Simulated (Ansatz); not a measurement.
# Cr (P6_3/mmc) in Ansatz: notebook

One crystal, Cr, is run at these levels: BLYP, r2SCAN; tasks: relaxation of cell and atoms.

Program: Ansatz 0.2.0. These are calculated values, not measurements. Logs are shortened: lines on timing, memory, paths and dates and some standing lists are left out, and cuts for length are marked.

## Step 1: Starting point

It takes space group P6_3/mmc (No. 194, hexagonal). Conventional cell: a = 2.714 Å, b = 2.714 Å, c = 4.410 Å, α = 90.00°, β = 90.00°, γ = 120.00°. Cr (site symmetry -6m2) has 12 Cr at 2.71 Å as nearest neighbours.

This isn't the form of Cr at room conditions, which is bcc.

## Step 2: Relaxation of cell and atoms, BLYP, collinear spin, ferromagnetic start

Input file input.yaml:

```yaml
crystal:
  lattice:
    - [2.714, 0.0, 0.0]
    - [-1.357, 2.3503929459, 0.0]
    - [0.0, 0.0, 4.41]
  atoms:
    - { symbol: Cr, position: [0.6666666667, 0.3333333333, 0.75], spin: 3.0 }
    - { symbol: Cr, position: [0.3333333333, 0.6666666667, 0.25], spin: 3.0 }
hamiltonian:
  xc: blyp
  pseudopotentials: { kind: paw }
magnetization:
  spin_polarized: true
kpoints:
  mp_grid: { grid: [8, 8, 5] }
scf:
  occupations: { method: fermi_dirac, width: 0.05 }
output:
  forces: true
  stress: true
  eigenvalues: true
  write_density: true
  write_potential: true
  elf: true
  volumetric_format: npy
relax:
  f_tol: 0.01
  max_steps: 40
  cell: { stress_tol: 0.05 }
```

Potentials or basis: Ansatz PAW.

Command:

```sh
$ ansatz run input.yaml --threads 2 --pin off --max-ram 5632MiB --backend cpu --events-out ev --progress --plain --runs-dir out
```

What it wrote:

```text
Warning: RAYON_NUM_THREADS=2 ignored (pool sized by the plan → 2); use --threads N
Engine: ansatz 0.2.0, aarch64-unknown-linux-gnu
Pseudopotentials: kind: paw
Pseudopotential: Cr, paw, valence charge 14, recommended cutoff 420 eV (normal), Cr.paw.azcp
Functional definition: BLYP
  parameter beta = 0.0042
  parameter a = 0.04918
  parameter b = 0.132
  parameter c = 0.2533
  parameter d = 0.349
  exchange = b88_x(beta = beta)
  correlation = lyp_c(a = a, b = b, c = c, d = d)
Crystal: 2 atoms, lattice volume = 28.131 Å³
Basis set: ecut = 420 eV, 549 PW (Γ), exchange–correlation on 40×40×60 points (8 copies of the dense FFT grid, shifted against one another)
Bands: 21, of which v1, the nominal top of the filled ones, is band 14 counted from 1 (13 counted from 0)
Symmetry: 24 space group operations
Space group: P63/mmc (ITA 194), of the structure as read, at distance tolerance 3.0e-5 Å
Magnetic group: BNS 194.263 (UNI 1493), of the structure as read, at distance tolerance 3.0e-5 Å
k-points: 30 of 320
Non-local potential: Cr, projectors of the file, l = 0: 3, l = 1: 2, l = 2: 3, l = 3: 1
PAW form: soft (Blöchl's): semilocal exchange-correlation on the pseudo side does not see the compensation charge
PAW frozen core: Cr, regenerated for the run's functional, and the local potential with it (the file was generated under x = pbe(κ = 0.804, μ = 0.2195149727645171), c = pbe(β = 0.06672455060314922))
PAW one-centre angular grid: Cr, 590 points (default); XC on 64 Gauss nodes
Initial density: superposition of atomic densities (chi_scale 0.1, normalization cell)
Starting moments: Σ|m| = 6 μB on 2 of 2 sites
Initial wavefunctions: pseudopotential atomic-orbital guess
Functional: x = b88, c = lyp
SCF iter   1: F=—  HF=-6769.242027 eV  |F-HF|=—  |Δ(HF+E_count)|=         —  Δρ=1.37e-1 (↑1.37e-1 ↓4.73e-2)  dr2=6.83e0  dr2_m=9.49e-1  M=4.168 μB ∫|m|=4.169 μB  β_m=0.30  ethr=3.10e-3  ⟨swp⟩=3.4  Hψ=4421  notcnv=0
Mixer restart at iter 1: flushing history
preconditioner: auto → none  [metal: Δε(μ)=0.013 eV  Ē_g=5.932 eV  σ=0.050 eV  W_gap=0.07  n_scr=8 (ndim 8)  ℏωp=24.3 eV  f_vac=0.000  D(μ)=1.63/eV (n_scr^D=22)  sad-step TF]
SCF iter   2: F=—  HF=-6767.993087 eV  |F-HF|=—  |Δ(HF+E_count)|=    1.25e0  Δρ=7.56e-2 (↑7.56e-2 ↓3.07e-2)  dr2=2.11e0  dr2_m=3.68e-1  M=4.149 μB ∫|m|=4.151 μB  β_m=0.47  ethr=3.10e-3  ⟨swp⟩=2.6  Hψ=2838  notcnv=0  defer=40
SCF iter   3: F=—  HF=-6767.733829 eV  |F-HF|=—  |Δ(HF+E_count)|=   2.59e-1  Δρ=1.80e-2 (↑1.80e-2 ↓1.65e-2)  dr2=5.49e-2  dr2_m=5.57e-2  M=3.945 μB ∫|m|=3.950 μB  β_m=0.69  ethr=3.10e-3  ⟨swp⟩=2.9  Hψ=2475  notcnv=0  defer=40
SCF iter   4: F=—  HF=-6768.401561 eV  |F-HF|=—  |Δ(HF+E_count)|=         —  Δρ=8.66e-2 (↑8.66e-2 ↓7.28e-2)  dr2=5.57e-2  dr2_m=1.63e0  M=1.940 μB ∫|m|=1.952 μB  β_m=1.00  ethr=1.96e-4  ⟨swp⟩=2.0  Hψ=2809  notcnv=0  defer=41
Mixer restart at iter 4: flushing history
SCF iter   5: F=—  HF=-6768.140732 eV  |F-HF|=—  |Δ(HF+E_count)|=   2.61e-1  Δρ=2.01e-2 (↑2.01e-2 ↓1.79e-2)  dr2=3.01e-1  dr2_m=5.99e-4  M=1.974 μB ∫|m|=1.979 μB  β_m=0.69  ethr=1.79e-4  ⟨swp⟩=2.6  Hψ=2716  notcnv=0  defer=41
SCF iter   6: F=—  HF=-6768.217581 eV  |F-HF|=—  |Δ(HF+E_count)|=   7.68e-2  Δρ=4.30e-2 (↑4.30e-2 ↓9.05e-3)  dr2=4.52e-1  dr2_m=1.08e-1  M=1.534 μB ∫|m|=1.537 μB  β_m=0.38  ethr=1.79e-4  ⟨swp⟩=3.0  Hψ=3209  notcnv=0  defer=25
SCF iter   7: F=—  HF=-6768.064243 eV  |F-HF|=—  |Δ(HF+E_count)|=   1.53e-1  Δρ=1.54e-2 (↑1.54e-2 ↓4.59e-3)  dr2=3.03e-2  dr2_m=2.37e-2  M=1.695 μB ∫|m|=1.699 μB  β_m=0.75  ethr=1.79e-4  ⟨swp⟩=2.1  Hψ=2703  notcnv=0  defer=38
SCF iter   8: F=—  HF=-6768.051478 eV  |F-HF|=—  |Δ(HF+E_count)|=   1.28e-2  Δρ=2.18e-3 (↑1.73e-3 ↓2.18e-3)  dr2=7.61e-5  dr2_m=9.66e-4  M=1.642 μB ∫|m|=1.644 μB  β_m=0.64  ethr=1.08e-4  ⟨swp⟩=2.4  Hψ=2351  notcnv=0  defer=38
SCF iter   9: F=—  HF=-6768.051345 eV  |F-HF|=—  |Δ(HF+E_count)|=   1.33e-4  Δρ=4.34e-4 (↑4.34e-4 ↓4.03e-4)  dr2=7.77e-6  dr2_m=4.18e-5  M=1.590 μB ∫|m|=1.591 μB  β_m=0.82  ethr=2.72e-7  ⟨swp⟩=2.0  Hψ=1934  notcnv=0  defer=38
SCF iter  10: F=—  HF=-6768.051341 eV  |F-HF|=—  |Δ(HF+E_count)|=   4.76e-6  Δρ=2.16e-4 (↑2.16e-4 ↓2.11e-4)  dr2=4.85e-8  dr2_m=1.17e-5  M=1.583 μB ∫|m|=1.585 μB  β_m=0.83  ethr=2.78e-8  ⟨swp⟩=2.0  Hψ=2112  notcnv=0  defer=38
SCF iter  11: F=—  HF=-6768.051339 eV  |F-HF|=—  |Δ(HF+E_count)|=   1.60e-6  Δρ=2.30e-5 (↑2.30e-5 ↓1.21e-5)  dr2=2.01e-8  dr2_m=7.70e-8  M=1.587 μB ∫|m|=1.589 μB  β_m=0.92  ethr=1.73e-10  ⟨swp⟩=2.9  Hψ=2385  notcnv=0  defer=38
SCF iter  12: F=—  HF=-6768.051339 eV  |F-HF|=—  |Δ(HF+E_count)|=   2.11e-9  Δρ=8.78e-6 (↑7.56e-6 ↓8.78e-6)  dr2=8.98e-10  dr2_m=1.63e-8  M=1.587 μB ∫|m|=1.589 μB  β_m=0.96  ethr=7.18e-11  ⟨swp⟩=2.1  Hψ=2092  notcnv=0  defer=38
SCF iter  13: F=-6768.051339 eV  HF=-6768.051339 eV  |F-HF|=5.82e-11  |Δ(HF+E_count)|=   1.32e-9  Δρ=1.55e-6 (↑6.68e-7 ↓1.55e-6)  dr2=3.85e-10  dr2_m=1.71e-10  M=1.587 μB ∫|m|=1.589 μB  ethr=3.21e-12  ⟨swp⟩=6.3  Hψ=5912  notcnv=0
SCF 1 converged in 13 iterations: F = -6768.051339 eV  dr2 = 3.85e-10
relax step   1: F+E_penalty+E_count = -6768.05133900 eV  Δ(F+E_penalty+E_count) = +0.000e0 eV  max|allowed force component| = 6.939e-17 eV/Å  Δτ_max = 0.0000 Å  P = -19.919 GPa  Ω = 28.131 Å³  (13 SCF iters, dr2 threshold 1.00e-7 eV, accepted)
[... 120 lines left out ...]
SCF iter   5: F=—  HF=-6768.423572 eV  |F-HF|=—  |Δ(HF+E_count)|=   1.91e-7  Δρ=6.61e-6 (↑4.63e-6 ↓6.61e-6)  dr2=1.54e-9  dr2_m=6.89e-9  M=0.000 μB ∫|m|=0.000 μB  β_m=0.79  ethr=8.44e-11  ⟨swp⟩=2.0  Hψ=2036  notcnv=0
iter 6 did not close the SCF: its close was put off for a magnetic moment that had not settled (scf_convergence_deferred on its scf_iter line)
SCF iter   6: F=-6768.423572 eV  HF=-6768.423572 eV  |F-HF|=1.18e-9  |Δ(HF+E_count)|=   1.85e-8  Δρ=1.95e-6 (↑9.13e-7 ↓1.95e-6)  dr2=1.58e-9  dr2_m=9.90e-11  M=0.000 μB ∫|m|=0.000 μB  β_m=0.90  ethr=5.50e-12  ⟨swp⟩=3.8  Hψ=5510  notcnv=0
SCF iter   7: F=-6768.423572 eV  HF=-6768.423572 eV  |F-HF|=3.55e-11  |Δ(HF+E_count)|=  2.51e-10  Δρ=3.21e-7 (↑1.71e-7 ↓3.21e-7)  dr2=4.79e-11  dr2_m=1.93e-12  M=0.000 μB ∫|m|=0.000 μB  ethr=5.50e-12  ⟨swp⟩=3.6  Hψ=4908  notcnv=0
the starting moments were not kept: the SCF closed with an absolute magnetisation of 7.3e-6 μB, where they sum to 6 μB in size (2 sites). That is at most 0.1 of that sum. Measured as dr2_m measures the in/out step, that magnetisation stands 2.5e-11 eV from none, at or under the dr2_threshold of 2.4e-8 eV: it is no larger than a step whose dr2_m would equal this threshold.
SCF 8 converged in 7 iterations: F = -6768.423572 eV  dr2 = 4.79e-11
relax step   8: F+E_penalty+E_count = -6768.42357172 eV  Δ(F+E_penalty+E_count) = -6.561e-6 eV  max|allowed force component| = 2.891e-19 eV/Å  Δτ_max = 0.0000 Å  P = -0.001 GPa  Ω = 24.593 Å³  energy of the carried Pulay correction = +3.041e-6 eV  (7 SCF iters, dr2 threshold 2.42e-8 eV, accepted)
iter 1 solved again at ethr=2.79e-10 eV; its pass at ethr=3.10e-3 eV (dr2=7.80e-8 eV) is discarded
SCF iter   1: F=—  HF=-6768.423564 eV  |F-HF|=—  |Δ(HF+E_count)|=         —  Δρ=1.33e-6 (↑1.05e-6 ↓1.33e-6)  dr2=7.70e-10  dr2_m=9.87e-12  M=0.000 μB ∫|m|=0.000 μB  β_m=0.65  ethr=2.79e-10  ⟨swp⟩=3.2  Hψ=8394  notcnv=0
preconditioner: auto → none  [metal: Δε(μ)=0.015 eV  Ē_g=5.455 eV  σ=0.050 eV  W_gap=0.08  n_scr=2 (ndim 8)  ℏωp=25.9 eV  f_vac=0.000  D(μ)=3.75/eV (n_scr^D=66)]
SCF iter   2: F=—  HF=-6768.423564 eV  |F-HF|=—  |Δ(HF+E_count)|=  2.16e-10  Δρ=4.52e-7 (↑4.52e-7 ↓3.29e-7)  dr2=7.52e-11  dr2_m=2.04e-12  M=0.000 μB ∫|m|=0.000 μB  β_m=0.50  ethr=2.75e-12  ⟨swp⟩=2.0  Hψ=1644  notcnv=0
SCF iter   3: F=—  HF=-6768.423564 eV  |F-HF|=—  |Δ(HF+E_count)|=  2.57e-10  Δρ=3.00e-7 (↑1.59e-7 ↓3.00e-7)  dr2=1.49e-11  dr2_m=3.48e-12  M=0.000 μB ∫|m|=0.000 μB  β_m=0.51  ethr=1.00e-12  ⟨swp⟩=2.1  Hψ=1999  notcnv=0
SCF iter   4: F=—  HF=-6768.423564 eV  |F-HF|=—  |Δ(HF+E_count)|=  1.13e-10  Δρ=1.61e-7 (↑1.61e-7 ↓8.31e-8)  dr2=7.46e-12  dr2_m=1.62e-12  M=0.000 μB ∫|m|=0.000 μB  β_m=0.75  ethr=1.00e-12  ⟨swp⟩=1.0  Hψ=1260  notcnv=0
SCF iter   5: F=—  HF=-6768.423564 eV  |F-HF|=—  |Δ(HF+E_count)|=  1.06e-10  Δρ=7.83e-8 (↑7.83e-8 ↓3.90e-8)  dr2=2.79e-12  dr2_m=1.44e-13  M=0.000 μB ∫|m|=0.000 μB  β_m=0.84  ethr=1.00e-12  ⟨swp⟩=1.0  Hψ=1260  notcnv=0
SCF iter   6: F=-6768.423564 eV  HF=-6768.423564 eV  |F-HF|=9.09e-13  |Δ(HF+E_count)|=  1.91e-11  Δρ=3.53e-8 (↑3.53e-8 ↓3.41e-8)  dr2=1.03e-12  dr2_m=1.67e-16  M=0.000 μB ∫|m|=0.000 μB  ethr=1.00e-12  ⟨swp⟩=3.0  Hψ=4022  notcnv=0
the starting moments were not kept: the SCF closed with an absolute magnetisation of 5.3e-8 μB, where they sum to 6 μB in size (2 sites). That is at most 0.1 of that sum. Measured as dr2_m measures the in/out step, that magnetisation stands 1.3e-15 eV from none, at or under the dr2_threshold of 2.0e-11 eV: it is no larger than a step whose dr2_m would equal this threshold.
SCF 9 converged in 6 iterations: F = -6768.423564 eV  dr2 = 1.03e-12
relax step   9: F+E_penalty+E_count = -6768.42356389 eV  Δ(F+E_penalty+E_count) = +7.832e-6 eV  max|allowed force component| = 1.156e-18 eV/Å  Δτ_max = 0.0000 Å  P = -0.001 GPa  Ω = 24.593 Å³  stress off target by 2.63e-3 GPa  SCF on the basis re-selected at this cell (its energy is not comparable with the rows above)  (6 SCF iters)
basis re-selected at this cell: Δ(F+E_penalty+E_count) = +7.832e-6 eV, ΔP = -0.000 GPa vs the last step (what re-selecting the basis moved, of the pressure what is left beyond the Pulay correction that the steps carried, after the strain that the cell walked since its last selection, with what the two solves' SCF thresholds leave and, on support functions, any second-order correction that the steps lacked; it is no measure of the basis error at this ecutwfc). This SCF's stress stands 2.63e-3 GPa from its target on what of the cell is left free (relax.cell.stress_tol is 5.00e-2 GPa) and its largest allowed force component is 1.16e-18 eV/Å (relax.f_tol is 1.00e-2 eV/Å): within both
SCF converged after 6 iterations
Magnetization: 0.0000 μB (14.0000 up, 14.0000 down)
Absolute magnetization: 0.0000 μB (∫|ρ↑−ρ↓|, with the PAW one-centre terms)
Spin contamination: 0.0000 ħ² per cell (⟨S²⟩ above its minimum at these occupations)
Per-site moments (μB) at R_I (Å): [(2.3134346211972025e-8, 1.0326843245591655), (2.3134346063075465e-8, 1.0326843245591655)]
Free energy (F): -6768.423564 eV
Harris-Foulkes:  -6768.423564 eV  (|F-HF|=9.09e-13)
Internal energy: -6768.393243 eV  (E = F + TS)
E sigma→0 (E₀):  -6768.408403 eV
Entropy (-TS):   -0.030321 eV (-15.160 meV/atom)
Fermi energy:    18.462802 eV
--- Per-component energies (eV) ---
  E_band       = -306.280548
  E_kinetic    = 687.183952
  E_local      = -2485.596813  (includes V_loc(G=0)·N_el)
  E_nonlocal   = 158.886166
  E_hartree    = 1081.846066
  E_xc         = -275.590041
  E_vxc        = -350.656696  (∫ρ·V_xc dr)
  E_paw        = -2409.274894  (= ΣΔE_a)
  E_vpaw       = -479.790132  (= ΣTr[D̂ρ^β])
  E_aug_tail   = 0.000777  (compensation charges beyond the density's cutoff)
  E_ewald      = -3525.878037
  E_core_change = 0.029581  (= ΣΔE_core)
  E_smearing   = -0.030321  (= −TS)
  E_closure    = -0.000000  (closes the sum)
  Σ components = -6768.423564   (vs F -6768.423564, Δ=0.00e0)
--- Forces (eV/Å), atoms counted from 1 ---
  atom   1  Cr     0.00000000     0.00000000     0.00000000
  atom   2  Cr     0.00000000    -0.00000000     0.00000000
  max |Σ_I F_I| component: 1.73e-18 eV/Å
--- Stress (GPa, compression-positive) ---
       -0.002626       0.000000       0.000000
        0.000000      -0.002626       0.000000
        0.000000       0.000000       0.001742
  P = ⅓ Tr σ = -0.0012 GPa (-0.012 kbar)
--- Band table (eV; the first three rows and the last of 60) ---
  k-point 0 ↑: bands = ["-52.9997", "-52.8995", "-24.7310", "-24.1448", "-23.9217", "-23.9217", "-23.8672", "-23.8672", "11.0795", "14.4360", "17.0929", "18.0651", "18.0651", "18.2180", "18.3607", "18.3607", "19.4650", "19.4650", "20.4888", "20.4888", "25.9774"]
  k-point 1 ↑: bands = ["-52.9902", "-52.9091", "-24.6763", "-24.2022", "-23.9165", "-23.9165", "-23.8725", "-23.8725", "11.4167", "14.2700", "16.9999", "17.5700", "18.0446", "18.0446", "18.2932", "18.2932", "19.6173", "19.6173", "20.4381", "20.4381", "27.2826"]
  k-point 2 ↑: bands = ["-52.9653", "-52.9343", "-24.5319", "-24.3509", "-23.9029", "-23.9029", "-23.8861", "-23.8861", "12.3432", "13.5208", "16.8150", "16.8552", "18.0542", "18.0542", "18.1536", "18.1536", "19.9481", "19.9481", "20.2583", "20.2583", "30.1490"]
  k-point 29 ↓: bands = ["-52.7849", "-52.7808", "-24.6008", "-24.5816", "-24.3893", "-24.3544", "-24.2198", "-24.2006", "15.6334", "15.9444", "16.4831", "16.8089", "17.1331", "17.5969", "18.7795", "19.0797", "20.3403", "20.5394", "25.3071", "25.6537", "28.4123"]
--- Relaxed structure (7 steps of the walk, 7 accepted, 2 SCFs on fresh bases) ---
  F+E_penalty+E_count = -6768.42356389 eV   max|allowed force component| = 1.156e-18 eV/Å   (the final SCF, on the basis selected at the relaxed cell)
  cell:  # Å, volume = 24.5925 Å³
    - [2.5034771504464617, 0.0, 0.0]
    - [-1.2517385752232308, 2.1680748100805127, 0.0]
    - [0.0, 0.0, 4.5309119322454]
  atoms:
    - { symbol: Cr, position: [0.6666666666666666, 0.3333333333333333, 0.7499999999999999] }
    - { symbol: Cr, position: [0.3333333333333333, 0.6666666666666666, 0.24999999999999997] }
```

Wall time 12 s (2 threads of Arm Neoverse V2, shared host); peak memory 0.31 GiB.

Results:

| Property | Result |
| --- | --- |
| Free energy | -6768.4236 eV |
| Relaxed volume | 12.30 Å³/atom |
| Relaxed cell | a = 2.503 Å, b = 2.503 Å, c = 4.531 Å, α = 90.00°, β = 90.00°, γ = 120.00° |
| Space group after relaxing (to 0.05 Å) | P6_3/mmc (No. 194) |
| Energy gained by relaxing | 186.1 meV/atom |
| Ionic steps | 9 |
| Pressure after relaxing | 0.0 GPa |
| Band gap on the k mesh | none (metal or under the smearing width) |
| Net moment | 0.00 μB per cell |
| Absolute moment | 0.00 μB per cell |

Step by step:
```tsv
step	energy change (eV)	largest force (eV/Å)	volume (Å³)
1	0.0000	0.0000	28.13
2	-0.2917	0.0000	24.70
3	-0.3454	0.0000	23.93
4	-0.3721	0.0000	24.42
5	-0.3729	0.0000	24.59
6	-0.3729	0.0000	24.60
7	-0.3722	0.0000	24.60
8	-0.3722	0.0000	24.59
9	-0.3722	0.0000	24.59
```

Final structure:
```
Cr
1.0
     2.50348    0.00000    0.00000
    -1.25174    2.16807    0.00000
     0.00000    0.00000    4.53091
Cr
2
Direct
  0.66667 0.33333 0.75000
  0.33333 0.66667 0.25000
```

Levels at points of the mesh, in eV from the Fermi level:
Spin up:
| k point | band 10 | band 11 | band 12 | band 13 | band 14 | band 15 | band 16 | band 17 | band 18 | band 19 |
| --- | --- | --- | --- | --- | --- | --- | --- | --- | --- | --- |
| (0.00, 0.00, 0.00) | -4.03 | -1.37 | -0.40 | -0.40 | -0.24 | -0.10 | -0.10 | 1.00 | 1.00 | 2.03 |
| (0.00, -0.50, 0.00) | -3.39 | -3.26 | -0.99 | -0.53 | -0.42 | -0.15 | 2.09 | 2.68 | 2.79 | 3.90 |
Spin down:
| k point | band 12 | band 13 | band 14 | band 15 | band 16 | band 17 |
| --- | --- | --- | --- | --- | --- | --- |
| (0.00, 0.00, 0.00) | -0.40 | -0.40 | -0.24 | -0.10 | -0.10 | 1.00 |
| (0.00, -0.50, 0.00) | -0.99 | -0.53 | -0.42 | -0.15 | 2.09 | 2.68 |

Caveat: the starting moments collapsed, and a magnetic state may lie lower; the plane-wave basis is chosen anew once the cell has moved, so the energies of steps on either side of that aren't comparable; the PAW data sets come from PBE, with cores solved anew for the run's functional, which leaves a small shift of forces and pressure; the starting moments weren't kept.

(Part 1 of 2 ends here.)
